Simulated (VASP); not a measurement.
TaN, 2 atoms in the cell. Symmetry: Fm-3m, No. 225, cubic system. The conventional cell has a = 4.423 Å, b = 4.423 Å, c = 4.423 Å, α = 90.00°, β = 90.00°, γ = 90.00°. Around Ta (site symmetry m-3m) lie 6 N at 2.21 Å. N (site symmetry m-3m) has 6 Ta at 2.21 Å as nearest neighbours. The cell comes from a database or a generator and needn't be the stable form of this composition.

| Item | Value |
| --- | --- |
| Program | VASP 6.6.1 |
| Task | relaxation of cell and atoms |
| Functional | LDA |
| Potentials or basis | VASP PAW LDA potentials, release 64 (Ta_pv, N) |
| Cutoff | 600 eV |
| k mesh | 8 × 8 × 8 |
| Occupations | fermi-dirac, width 0.05 eV |
| Spin | no spin polarisation |
| Ladder | gaps |
| Further INCAR settings | ALGO = Normal; EDIFF = 1e-07; IBRION = 2; EDIFFG = -0.01; NSW = 60; ISIF = 3 |

Potentials or basis: VASP PAW LDA potentials, release 64 (Ta_pv, N).

Launch:

```console
$ cat potpaw_LDA.64/Ta_pv/POTCAR potpaw_LDA.64/N/POTCAR > POTCAR
$ mpirun -np 1 vasp_std > vasp.out
```

Hardware: 1 thread of Intel(R) Xeon(R) Platinum 8259CL CPU @ 2.50GHz (Skylake/Cascade Lake) (shared host).

Problem. How long does it take, and how much memory?

Solution. Run time: 34 s on 1 thread of Intel(R) Xeon(R) Platinum 8259CL CPU @ 2.50GHz (Skylake/Cascade Lake), with other jobs on the host, peak memory 0.16 GiB. Counts: scf iterations 43, k points 29, ion steps 4.
